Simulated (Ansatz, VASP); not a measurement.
**ZrB2 in VASP and in Ansatz**

Contents of INCAR:

```
PREC = Accurate
ENCUT = 520
EDIFF = 1E-6
ISMEAR = 0
SIGMA = 0.1
LREAL = False
LASPH = True
NELM = 80
ALGO = Normal
ISIF = 2
LWAVE = False
LCHARG = False
GGA = PE
NBANDS = 16
```

The input KPOINTS:

```
regular mesh
0
Gamma
  15 15 10
```

POSCAR

```
ZrB2
1.0
    3.0153269838      0.0000000000      0.0000000000
   -1.5076634919      2.6113497687      0.0000000000
    0.0000000000      0.0000000000      3.6703392000
Zr B
1 2
Direct
    0.0000000000      0.0000000000     -0.0401765217
    0.3333333333      0.6666666667      0.5200882608
    0.6666666667      0.3333333333      0.5200882608
```

Input for Ansatz:

```yaml
crystal:
  lattice:
    - [3.0153269838, 0.0, 0.0]
    - [-1.5076634919, 2.6113497687, 0.0]
    - [0.0, 0.0, 3.6703392]
  atoms:
    - { symbol: Zr, position: [0.0, 0.0, -0.0401765217] }
    - { symbol: B, position: [0.3333333333, 0.6666666667, 0.5200882608] }
    - { symbol: B, position: [0.6666666667, 0.3333333333, 0.5200882608] }
basis:
  ecutwfc: 420
kpoints:
  mp_grid: { grid: [15, 15, 10] }
hamiltonian:
  xc: pbe
scf:
  occupations: { method: gaussian, width: 0.1 }
output:
  forces: true
  stress: true
  eigenvalues: true
```

Alike in both runs: task single point; functional PBE; k mesh 15 × 15 × 10; occupations gaussian, width 0.1 eV; no spin polarisation.

|  | VASP | Ansatz |
| --- | --- | --- |
| version | VASP 6.6.1 | Ansatz 0.2.0 |
| potentials or method | VASP PAW PBE potentials, release 64 (Zr_sv, B) | scalar-relativistic, plane waves, PAW |
| plane-wave cutoff (eV) | 520 | 420 |
| valence electrons in the cell | 18 | 18 |

|  | VASP | Ansatz | Ansatz less VASP |
| --- | --- | --- | --- |
| gap on the k mesh at the Fermi level (eV) | none | none | - |
| pressure (GPa) | 26.0 | 25.8 | -0.22 |
| largest component of the traceless stress (GPa) | 19.82 | 19.84 | +0.026 |
| rms of the force components (eV/Å) | 1.415 | 1.407 | -0.0076 |

Atom by atom the forces differ by 0.008 eV/Å (rms over components). A gap of «none» marks a metal or a gap that the smearing closes.

Caveats: so large a pressure means that the cell lies far from this level's equilibrium, or that cutoff or potentials fall short (VASP); forces of over 1 eV/Å show positions far from the minimum, so gaps and moduli don't describe the material at rest.
